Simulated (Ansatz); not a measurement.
Space group Im-3m (No. 229). a = 3.275 Å, b = 3.275 Å, c = 3.275 Å, α = 90.00°, β = 90.00°, γ = 90.00°
```
atom site symmetry x y z
  Au    2a m-3m  0.0000  0.0000  0.0000
```

Equation of state of this Au structure (not necessarily the ground state), with shape and atoms relaxed at each volume where symmetry leaves them free. It has no gap at any of these volumes. Method: DFT r2SCAN, scalar-relativistic, plane waves, PAW (Ansatz).

Plane waves to 500 eV, a k mesh through Γ of 18×18×18 on the computed 1-atom cell and Gaussian smearing (0.10 eV); no spin polarisation.

```csv
V (Å³/atom),E − E(largest V) (meV/atom),P (GPa)
15.461,94.91,28.52
15.988,17.11,19.09
16.515,-32.54,11.37
17.042,-59.15,5.07
17.569,-66.96,-0.03
18.096,-59.64,-4.12
18.623,-40.17,-7.37
19.326,0.00,-10.64
```

Q: Fit a third-order Birch–Murnaghan equation to E(V).

A: V0 = 17.56 Å³/atom, B0 = 152 GPa, B0' = 6.2.

Spin-orbit coupling is left out, which matters for the bands of heavy elements.

This bcc form isn't the element's structure at ambient conditions.